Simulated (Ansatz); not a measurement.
Input of an Ansatz 0.2.0 run:

Contents of input.yaml:

```yaml
crystal:
  lattice:
    - [3.14, 0.0, 0.0]
    - [-1.57, 2.7193197679, 0.0]
    - [0.0, 0.0, 3.48]
  atoms:
    - { symbol: Hf, position: [0.0, 0.0, 0.0] }
    - { symbol: B, position: [0.6666666667, 0.3333333333, 0.5] }
    - { symbol: B, position: [0.3333333333, 0.6666666667, 0.5] }
kpoints:
  mp_grid: { grid: [6, 6, 5] }
scf:
  occupations: { method: fermi_dirac, width: 0.03 }
hamiltonian:
  xc: pbesol
  pseudopotentials: { kind: all_electron, lapw: { basis_error: 0.002 } }
output:
  forces: true
  stress: true
  eigenvalues: true
```

Potentials or basis: all-electron LAPW, scalar-relativistic.

Run with:

```sh
$ ansatz run input.yaml --threads 2 --pin off --max-ram 8192MiB --backend cpu --events-out ev --progress --plain --runs-dir out
```

What does it give for the band gap on the k mesh?

None (metal or under the smearing width).

Predict the pressure.

-4.1 GPa.

Stress tensor (GPa, compression positive):
```
-3.01  0.00  0.00
 0.00 -3.01  0.00
 0.00  0.00 -6.27
```

Caveat: the k mesh is coarse (spacing up to 0.39 Å⁻¹), so the values aren't converged. Spin-orbit coupling is left out, which matters for the levels of Hf.
